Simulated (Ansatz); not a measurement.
# Electron scattering at the twin(10-12) boundary in hcp Co with O (interstitial), part 2 of 3

How much does the twin(10-12) boundary in hcp Co with O (interstitial) reflect electrons?

Ansatz 0.2.0; Ansatz plane-wave DFT, PBE, PAW files, collinear spin; relaxation of a bicrystal slab with its lowest layers held; PAW set soft_1 (the session's first sound run).

So far. Step 2 (Relaxing the bicrystal): The largest force component on a free atom ends at 0.010 eV/Å, under the tolerance of 0.03, after 6 steps.

### 3. Transmission across the boundary

Bulk layers of each grain are laid under and over the relaxed boundary, and a lead is named in the middle of each, away from the free faces. The mesh across the current, 12×24, is finer than the density's, because channels open and close sharply across the zone. Energies from -0.1 to 0.1 eV in steps of 0.05 eV are too few for the program's thermal sum, so it prints no conductance; for a metal the transmission near the Fermi level serves, at a fraction of the cost.

s

This step: Ansatz plane-wave DFT, PBE, PAW files, collinear spin; ballistic transport by layer matching (Landauer), zero bias; boundary relaxed in a short slab, bulk layers laid on; PAW set soft_1 (Ansatz 0.2.0).

System of this step: twin(10-12) boundary in hcp Co with O (interstitial). The cell holds 60 atoms: 59 Co and 1 O. Its edges and angles: a = 5.963 Å, b = 2.505 Å, c = 51.683 Å, α = 90.0°, β = 90.0°, γ = 90.0°. It derives from Co. Regions: lower grain, 24 atoms (24 Co); boundary, 16 atoms (15 Co and 1 O); upper grain, 20 atoms (20 Co). Vacuum lies along c.

input.yaml

```yaml
crystal:
  lattice:
    - [5.9626723849, 0.0, 0.0]
    - [0.0, 2.5054, 0.0]
    - [0.0, 0.0, 51.6831740588]
  atoms:
    - { symbol: Co, position: [4.7224164196, -6.5833333333, 0.0773946274], spin: 2.0 }
    - { symbol: Co, position: [4.0458645788, -7.0833333334, 0.0965890606], spin: 2.0 }
    - { symbol: Co, position: [4.4575886583, -6.0833333333, 0.1061862773], spin: 2.0 }
    - { symbol: Co, position: [3.7810368174, -6.5833333334, 0.1253807105], spin: 2.0 }
    - { symbol: Co, position: [4.192760897, -5.5833333333, 0.1349779271], spin: 2.0 }
    - { symbol: Co, position: [3.5162090561, -6.0833333334, 0.1541723603], spin: 2.0 }
    - { symbol: Co, position: [3.9279331357, -5.0833333333, 0.1637695769], spin: 2.0 }
    - { symbol: Co, position: [3.2513812948, -5.5833333334, 0.1829640102], spin: 2.0 }
    - { symbol: Co, position: [3.6631053744, -4.5833333333, 0.1925612268], spin: 2.0 }
    - { symbol: Co, position: [2.9865535335, -5.0833333334, 0.21175566], spin: 2.0 }
    - { symbol: Co, position: [3.3982776131, -4.0833333333, 0.2213528766], spin: 2.0 }
    - { symbol: Co, position: [2.7217257722, -4.5833333334, 0.2405473098], spin: 2.0 }
    - { symbol: Co, position: [3.1334498518, -3.5833333333, 0.2501445265], spin: 2.0 }
    - { symbol: Co, position: [2.4568980109, -4.0833333334, 0.2693389597], spin: 2.0 }
    - { symbol: Co, position: [2.8686220905, -3.0833333333, 0.2789361763], spin: 2.0 }
    - { symbol: Co, position: [2.1920702496, -3.5833333334, 0.2981306095], spin: 2.0 }
    - { symbol: Co, position: [2.6037943292, -2.5833333333, 0.3077278261], spin: 2.0 }
    - { symbol: Co, position: [1.9272424883, -3.0833333334, 0.3269222594], spin: 2.0 }
    - { symbol: Co, position: [2.3389665678, -2.0833333333, 0.336519476], spin: 2.0 }
    - { symbol: Co, position: [1.662414727, -2.5833333334, 0.3557139092], spin: 2.0 }
    - { symbol: Co, position: [2.0741388065, -1.5833333333, 0.3653111258], spin: 2.0 }
    - { symbol: Co, position: [1.3975869657, -2.0833333334, 0.384505559], spin: 2.0 }
    - { symbol: Co, position: [1.8093110452, -1.0833333333, 0.3941027757], spin: 2.0 }
    - { symbol: Co, position: [1.1327592044, -1.5833333334, 0.4132972089], spin: 2.0 }
    - { symbol: Co, position: [0.5444832839, 0.4166666667, 0.4228944255], spin: 2.0 }
    - { symbol: Co, position: [0.8679314431, 0.9166666667, 0.4420888587], spin: 2.0 }
    - { symbol: Co, position: [0.2773635586, 0.9166666667, 0.451543572], spin: 2.0 }
    - { symbol: Co, position: [0.5950879107, 0.4166666667, 0.4692947156], spin: 2.0 }
    - { symbol: Co, position: [0.0184377703, 0.4166666667, 0.4801592928], spin: 2.0 }
    - { symbol: Co, position: [0.3288339426, 0.9166666667, 0.5006135542], spin: 2.0 }
    - { symbol: Co, position: [0.7475292898, 0.9166666667, 0.505589767], spin: 2.0 }
    - { symbol: Co, position: [0.0498802941, 0.4166666667, 0.5286784919], spin: 2.0 }
    - { symbol: O, position: [0.5276656829, 0.4166666667, 0.5289736327] }
    - { symbol: Co, position: [0.7486613286, 0.9166666667, 0.5519509138], spin: 2.0 }
    - { symbol: Co, position: [0.3300409506, 0.9166666667, 0.5565643082], spin: 2.0 }
    - { symbol: Co, position: [0.0198716696, 0.4166666667, 0.5773167735], spin: 2.0 }
    - { symbol: Co, position: [0.5958004363, 0.4166666667, 0.5882789914], spin: 2.0 }
    - { symbol: Co, position: [0.2785341304, 0.9166666667, 0.6057030354], spin: 2.0 }
    - { symbol: Co, position: [0.8676595001, 0.9166666667, 0.6152730055], spin: 2.0 }
    - { symbol: Co, position: [0.5445649296, 0.4166666667, 0.6349103097], spin: 2.0 }
    - { symbol: Co, position: [1.1326640557, -1.5833333334, 0.6442860908], spin: 2.0 }
    - { symbol: Co, position: [1.8092158966, -1.0833333333, 0.663480524], spin: 2.0 }
    - { symbol: Co, position: [1.397491817, -2.0833333334, 0.6730777406], spin: 2.0 }
    - { symbol: Co, position: [2.0740436579, -1.5833333333, 0.6922721739], spin: 2.0 }
    - { symbol: Co, position: [1.6623195783, -2.5833333334, 0.7018693905], spin: 2.0 }
    - { symbol: Co, position: [2.3388714192, -2.0833333333, 0.7210638237], spin: 2.0 }
    - { symbol: Co, position: [1.9271473396, -3.0833333334, 0.7306610403], spin: 2.0 }
    - { symbol: Co, position: [2.6036991805, -2.5833333333, 0.7498554735], spin: 2.0 }
    - { symbol: Co, position: [2.191975101, -3.5833333334, 0.7594526902], spin: 2.0 }
    - { symbol: Co, position: [2.8685269418, -3.0833333333, 0.7786471234], spin: 2.0 }
    - { symbol: Co, position: [2.4568028623, -4.0833333334, 0.78824434], spin: 2.0 }
    - { symbol: Co, position: [3.1333547031, -3.5833333333, 0.8074387732], spin: 2.0 }
    - { symbol: Co, position: [2.7216306236, -4.5833333334, 0.8170359898], spin: 2.0 }
    - { symbol: Co, position: [3.3981824644, -4.0833333333, 0.8362304231], spin: 2.0 }
    - { symbol: Co, position: [2.9864583849, -5.0833333334, 0.8458276397], spin: 2.0 }
    - { symbol: Co, position: [3.6630102257, -4.5833333333, 0.8650220729], spin: 2.0 }
    - { symbol: Co, position: [3.2512861462, -5.5833333334, 0.8746192895], spin: 2.0 }
    - { symbol: Co, position: [3.927837987, -5.0833333333, 0.8938137227], spin: 2.0 }
    - { symbol: Co, position: [3.5161139075, -6.0833333334, 0.9034109394], spin: 2.0 }
    - { symbol: Co, position: [4.1926657483, -5.5833333333, 0.9226053726], spin: 2.0 }
magnetization:
  spin_polarized: true
kpoints:
  mp_grid: { grid: [5, 10, 1] }
hamiltonian:
  xc: pbe
  pseudopotentials: { kind: paw, azcp: { folder: soft_1 } }
scf:
  occupations: { method: fermi_dirac, width: 0.1 }
output:
  transmission:
    leads: [[14, 16], [46, 48]]
    kmesh: [12, 24]
    e_range: [-0.1, 0.1]
    de: 0.05
  write_potential: true
  write_density: true
  volumetric_format: npy
  elf: true
```

The run is started by

```console
ansatz run input.yaml --threads 8 --pin off --max-ram 15360MiB --backend cpu --events-out ev --progress --plain --runs-dir out
```

Numbers of over 12 decimals in the logs are rounded to 6 here.

What it wrote:

```text
[...]
Crystal: 60 atoms, lattice volume = 772.089 Å³
Basis set: ecut = 420 eV, 14947 PW (Γ)
Bands: 677, of which v1, the nominal top of the filled ones, is band 505 counted from 1 (504 counted from 0)
Symmetry: 2 space group operations
[...]
k-points: 18 of 50 (time reversal used)
[...]
Starting moments: Σ|m| = 118 μB on 59 of 60 sites
[...]
SCF iter   1: F=—  HF=-302983.832746 eV  |F-HF|=—  |Δ(HF+E_count)|=         —  Δρ=5.96e-2 (↑3.67e-2 ↓5.96e-2)  dr2=1.63e2  dr2_m=4.61e0  M=105.597 μB ∫|m|=109.722 μB  β_m=0.30  ethr=3.10e-3  ⟨swp⟩=6.1  Hψ=89649  notcnv=0  defer=2640
[...]
SCF iter  18: F=-303003.964186 eV  HF=-303003.964186 eV  |F-HF|=1.73e-8  |Δ(HF+E_count)|=   5.94e-9  Δρ=7.18e-7 (↑3.06e-7 ↓7.18e-7)  dr2=2.22e-8  dr2_m=6.80e-10  M=98.691 μB ∫|m|=108.186 μB  ethr=8.55e-12  ⟨swp⟩=9.7  Hψ=113962  notcnv=0
SCF 1 converged in 18 iterations: F = -303003.964186 eV  dr2 = 2.22e-8
[...]
transmission: 704 of 6916 steps passed
transmission: 1400 of 6916 steps passed
[...]
transmission: 6916 of 6916 steps passed
WARN: The input density's exchange-correlation potential varies sharply where the density is thin. Do not read a vacuum level from v_tot or v_xc, or from such a field of the output density. On a cell that repeats whose density bears no net charge and no dipole along the vacuum's axis use v_es (v_loc + v_h of the components); under efield.dipole_correction with no amplitude use v_es + v_field, which holds any external [...]
some or all of what a close reads of its open shells is tried by no SCF: some or all of their fillings by name were not asked, since the model of its bands would take too long in so large a cell. Whether a lower state lies along it is not known (a run that goes on reads the state that it goes on from)
SCF converged after 18 iterations
the last check of whether an eigenvalue changes by more than its tolerance under the output density was not made (no_room)
Magnetization: 98.6906 μB (553.8453 up, 455.1547 down)
Absolute magnetization: 108.2892 μB (∫|ρ↑−ρ↓|, with the PAW one-centre terms)
[...]
Per-site moments (μB) at R_I (Å): [(1.899322, 1.033141), (1.858019, 1.033141), (1.809464, 1.033141), (1.751790, 1.033141), (1.699418, 1.033141), (1.725011, 1.033141), (1.718015, 1.033141), (1.714188, 1.033141), (1.717249, 1.033141), (1.715565, 1.033141), (1.715072, 1.033141), (1.717608, 1.033141), (1.714965, 1.033141), (1.716537, 1.033141), (1.717959, 1.033141), (1.716195, 1.033141), (1.715379, 1.033141), (1.716323,  [...]
Free energy (F): -303003.964186 eV
[...]
Internal energy: -303002.013945 eV  (E = F + TS)
E sigma→0 (E₀):  -303002.989066 eV
Entropy (-TS):   -1.950241 eV (-32.504 meV/atom)
Fermi energy:    14.947418 eV
[...]
--- Band table (eV; the first three rows and the last of 36) ---
  k-point 0 ↑: bands = [... 501 lower, 13.8006, 13.8035, 13.8065, 13.8329, 13.8534, 13.8568, 13.8687, 13.8735, ... 168 higher]
  k-point 1 ↑: bands = [... 501 lower, 13.8091, 13.8327, 13.8470, 13.8658, 13.8743, 13.8820, 13.8936, 13.8982, ... 168 higher]
  k-point 2 ↑: bands = [... 501 lower, 13.8177, 13.8323, 13.8423, 13.8721, 13.8745, 13.8841, 13.9068, 13.9147, ... 168 higher]
  k-point 17 ↓: bands = [... 501 lower, 16.1556, 16.1621, 16.1684, 16.1698, 16.1781, 16.1798, 16.1910, 16.1921, ... 168 higher]
--- Transmission ---
  basis      : 127 plane waves across, 38 finite elements along
  points     : 91, standing for a mesh of 12 x 24
  energies   : 5 from -0.100000 to 0.100000 eV about the Fermi level, 0.050000 eV apart; the leads are filled to 0.000000 eV, and channels, transmission and decay are at 0.000000 eV
  crystal 0  : Co4, at the sites [14, 16], period 2.9761 Å, over 19.34 Å; its Hamiltonian steps by up to 24.7 meV
    offset         : up to 0.0000 Å between an atom of the period and one for which it stands
    channels       : 1.770833e0 up, 3.184028e0 down
    conductance    : none, the energies end too early or step too widely for 300 K: set another output.transmission.e_range or a lower de, or, where they end at an eighth of basis.ecutwfc, a higher one
    slowest decay  : 0.1073 /Å at (0.2500, 0.4583)
[...]
channels       : 1.770833e0 up, 3.184028e0 down
[...]
slowest decay  : 0.1073 /Å at (0.2500, 0.4583)
  junction   : crystal 0 to crystal 1, 13.87 to 37.81 Å
    transmission   : 9.859134e-1 up, 1.723693e0 down
[...]
```

It took 53 min on 8 threads of Arm Neoverse V1, shared host; peak memory 10 GiB.

This step gave:

```
free energy                          : -303003.9642 eV
energy at zero smearing              : -303002.9891 eV
Fermi energy                         : 14.95 eV
magnetization                        : 98.69 μB
absolute magnetization               : 108.3 μB
cell area                            : 14.94 Å²
transmission, spin up                : 0.9859
transmission, spin down              : 1.724
open channels, spin up               : 1.771
open channels, upper lead, spin up   : 1.771
open channels, spin down             : 3.184
open channels, upper lead, spin down : 3.184
step of the lead's potential         : 24.7 meV
step of the upper lead's potential   : 24.5 meV
```

Per spin. The transmission, zone mean by energy, zero at the Fermi level:

| energy (eV) | T up | T down |
| --- | --- | --- |
| -0.1000 | 0.960 | 1.67 |
| -0.0500 | 0.974 | 1.66 |
| 0.0000 | 0.986 | 1.72 |
| 0.0500 | 0.997 | 1.79 |
| 0.1000 | 1.01 | 1.84 |

Per spin. The open channels, zone mean by energy, zero at the Fermi level:

| energy (eV) | lead up | upper lead up | lead down | upper lead down |
| --- | --- | --- | --- | --- |
| -0.1000 | 1.74 | 1.74 | 3.09 | 3.09 |
| -0.0500 | 1.77 | 1.77 | 3.14 | 3.14 |
| 0.0000 | 1.77 | 1.77 | 3.18 | 3.18 |
| 0.0500 | 1.77 | 1.77 | 3.22 | 3.19 |
| 0.1000 | 1.81 | 1.81 | 3.25 | 3.25 |

Transmission over k1 and k2. At 0.0000 eV from the Fermi level, spin up.

Ten even steps from '0' (0.00) to '9' (1.62):
```
000000000000
122453335422
334565556543
445665556654
555666566655
666666566666
667776667776
777887778877
778998889987
679999999997
689999999998
789999999998
689999999998
679999999997
778998889987
777887778877
667776667776
666666566666
555666566655
445665556654
334565556543
122453335422
000000000000
000000000000
```
Columns: k1 (b1) from -0.5 to 0.417; rows upwards: k2 (b2) from -0.5 to 0.458.

Open channels over k1 and k2. At 0.0000 eV from the Fermi level, spin up.

Ten even steps from '0' (0.00) to '9' (4.00):
```
000000000000
555522222555
555552225555
555552225555
555555255555
555555255555
555555755555
555555755555
555557775555
555557775555
555577777555
555577977555
555577777555
555557775555
555557775555
555555755555
555555755555
555555255555
555555255555
555552225555
555552225555
555522222555
000000000000
000000000000
```
Columns: k1 (b1) from -0.5 to 0.417; rows upwards: k2 (b2) from -0.5 to 0.458.

Transmission over k1 and k2. At 0.0000 eV from the Fermi level, spin down.

Values, 22 rows by 12 columns, each cell a mean:
```
1.77 1.68 1.38 1.63 0.91 2.03 2.25 2.03 0.91 1.63 1.38 1.68
1.59 1.33 1.23 1.55 2.00 1.52 1.98 1.52 2.00 1.55 1.23 1.33
0.91 1.27 1.54 1.47 1.65 1.48 1.28 1.48 1.65 1.47 1.54 1.27
0.93 1.02 1.18 1.16 1.71 1.85 1.89 1.85 1.71 1.16 1.18 1.02
0.60 0.67 0.98 1.32 1.33 1.55 1.81 1.55 1.33 1.32 0.98 0.67
0.48 0.75 1.32 1.51 1.56 1.59 1.66 1.59 1.56 1.51 1.32 0.75
0.26 1.13 1.82 1.97 2.12 1.75 1.82 1.75 2.12 1.97 1.82 1.13
0.67 1.92 2.01 2.15 2.04 1.85 2.07 1.85 2.04 2.15 2.01 1.92
1.66 2.49 2.38 2.38 2.05 2.01 1.90 2.01 2.05 2.38 2.38 2.49
3.57 3.00 2.25 2.77 2.30 1.95 1.69 1.95 2.30 2.77 2.25 3.00
4.66 2.88 3.11 2.96 2.51 1.91 1.63 1.91 2.51 2.96 3.11 2.88
3.74 3.04 2.23 2.80 2.33 1.94 1.68 1.94 2.33 2.80 2.23 3.04
1.74 2.53 2.42 2.41 2.05 2.01 1.88 2.01 2.05 2.41 2.42 2.53
0.73 1.97 2.01 2.15 2.03 1.88 2.07 1.88 2.03 2.15 2.01 1.97
0.26 1.20 1.86 2.01 2.12 1.73 1.85 1.73 2.12 2.01 1.86 1.20
0.45 0.74 1.35 1.54 1.65 1.64 1.64 1.64 1.65 1.54 1.35 0.74
0.61 0.68 1.00 1.32 1.29 1.51 1.80 1.51 1.29 1.32 1.00 0.68
0.88 0.97 1.14 1.18 1.70 1.84 1.88 1.84 1.70 1.18 1.14 0.97
0.93 1.27 1.51 1.43 1.67 1.53 1.35 1.53 1.67 1.43 1.51 1.27
1.51 1.32 1.27 1.56 1.96 1.50 1.89 1.50 1.96 1.56 1.27 1.32
1.77 1.65 1.36 1.63 1.01 1.99 2.24 1.99 1.01 1.63 1.36 1.65
1.77 1.72 1.50 1.56 1.50 2.06 3.01 2.06 1.50 1.56 1.50 1.72
```
Columns: k1 (b1) from -0.5 to 0.417; rows upwards: k2 (b2) from -0.5 to 0.458.

Open channels over k1 and k2. At 0.0000 eV from the Fermi level, spin down.

Ten even steps from '0' (2.00) to '9' (8.00):
```
001303630310
000133333100
000000000000
000011111000
000011111000
000011311000
011133133111
013331113331
033331113333
333331113333
953551115535
965551115556
953551115535
333331113333
033331113333
013331113331
011133133111
000011311000
000011111000
000011111000
000000000000
000133333100
001303630310
003303630330
```
Columns: k1 (b1) from -0.5 to 0.417; rows upwards: k2 (b2) from -0.5 to 0.458.

(Continued in part 3 of 3.)

[Logs are printed without paths, hosts, clocks, repeated set-up lines and the standing remarks that a program may print on its own settings, such as how far it seeks lower states.]

[Hosts, paths, dates, database ids (printed as entryN), source tags and the programs' standing remarks are cut or masked in the printed files.]
